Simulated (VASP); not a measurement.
# AlNi, self-consistent run: which settings are enough?

AlNi, Pm-3m (no. 221), 2 atoms in the cell. PBE; PAW potentials Ni, Al (PBE set). VASP 6.6.1.

Wanted: energy within 0.2 meV/atom; Fermi level within 0.005 eV.

What the run is for: comparing ways to start; Accuracy asked: tight.

POSCAR:
```
AlNi
1.0
    2.8810000000      0.0000000000      0.0000000000
    0.0000000000      2.8810000000      0.0000000000
    0.0000000000      0.0000000000      2.8810000000
Ni Al
1 1
Direct
    0.5000000000      0.5000000000      0.5000000000
    0.0000000000      0.0000000000      0.0000000000
```

## How the run starts (with a second run first, the time holds both)

| How the run starts (with a second run first, the time holds both) | Energy less reference (meV/atom) | Fermi level (eV) | Time (s) |
|---|---|---|---|
| from scratch: 13 SCF iterations | 0.00 | 10.0323 | 11 |
| density of a coarse mesh (ICHARG 1): 14 + 11 SCF iterations | 0.00 | 10.0327 | 14 |
| orbitals of a lower cutoff (ISTART 1): 15 + 6 SCF iterations | 0.00 | 10.0327 | 14 |
| orbitals of a loose run: 10 + 5 SCF iterations | 0.00 | 10.0332 | 11 |

## Question

For each series: keep the first row unless others stay within half of the tolerance and take at least 30 % less time, and then take the fastest.

## Answer

- How the run starts (with a second run first, the time holds both): from scratch: 13 SCF iterations

The chosen settings are those of the reference run.

## The input

INCAR:
```
SYSTEM = AlNi
GGA = PE
ISPIN = 2
MAGMOM = 1 0
LORBIT = 11
ISMEAR = 1
SIGMA = 0.1
LWAVE = .FALSE.
LCHARG = .FALSE.
ISIF = 2
PREC = Accurate
LASPH = .TRUE.
LREAL = .FALSE.
ALGO = Normal
EDIFF = 1E-6
NELM = 200
GGA_COMPAT = .FALSE.
ENCUT = 400
LMAXMIX = 4
```

KPOINTS:
```
k-points
0
Gamma
  11 11 11
```

Commands:
```
cat potpaw_PBE.64/Ni/POTCAR potpaw_PBE.64/Al/POTCAR > POTCAR
mpirun -np 1 vasp_std > vasp.out
```

The chosen input took VASP 6.6.1 11 s on 1 core (AMD EPYC 9R14 (Zen 4)), a shared host.

## An input that fails: restart asked without its files

VASP's message: ERROR: charge density could not be read from file CHGCAR for ICHARG>10.

Changes against the starting input:
```
- NELM = 200
+ NELM = 60
+ ICHARG = 11
```
